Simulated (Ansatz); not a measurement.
# W (fcc type): the cost of one run

Program: Ansatz 0.2.0. Level of theory: DFT, PBE, all-electron LAPW, scalar-relativistic. These are calculated values, not measurements.

This is W in the fcc structure; at room conditions it is bcc.

### 1 The system as given

It takes space group Fm-3m (No. 225, cubic). The conventional cell has a = 3.371 Å, b = 3.371 Å, c = 3.371 Å, α = 90.00°, β = 90.00°, γ = 90.00°. W (site symmetry m-3m) is surrounded by 12 W at 2.38 Å.

Coordinates:

```cif
data_structure
_symmetry_space_group_name_H-M 'P 1'
_symmetry_Int_Tables_number 1
_cell_length_a 2.3838
_cell_length_b 2.3838
_cell_length_c 2.3838
_cell_angle_alpha 60.000
_cell_angle_beta 60.000
_cell_angle_gamma 60.000
_cell_volume 9.58
loop_
_atom_site_label
_atom_site_type_symbol
_atom_site_fract_x
_atom_site_fract_y
_atom_site_fract_z
_atom_site_occupancy
W1 W 0.00000 0.00000 0.00000 1
```

### 2 Fcc relaxed under pressure, LAPW

Contents of input.yaml:

```yaml
crystal:
  lattice:
    - [0.0, 1.6856236246, 1.6856236246]
    - [1.6856236246, 0.0, 1.6856236246]
    - [1.6856236246, 1.6856236246, 0.0]
  atoms:
    - { symbol: W, position: [0.0, 0.0, 0.0] }
kpoints:
  mp_grid: { grid: [20, 20, 20] }
scf:
  occupations: { method: fermi_dirac, width: 0.05 }
hamiltonian:
  xc: pbe
  pseudopotentials: { kind: all_electron, lapw: { basis_error: 0.0005 } }
output:
  forces: true
  stress: true
  eigenvalues: true
relax:
  f_tol: 0.005
  max_steps: 12
  cell: { p_target: 430.0, stress_tol: 0.215 }
```

Run with:

```bash
> ansatz run input.yaml --threads 1 --pin off --max-ram 3584MiB --backend cpu --events-out ev --progress --plain --runs-dir out
```

What time and memory should one allow on 1 thread of Intel Xeon Platinum 8488C (Sapphire Rapids), shared host?

About 78 s, with a peak of 0.67 GiB.
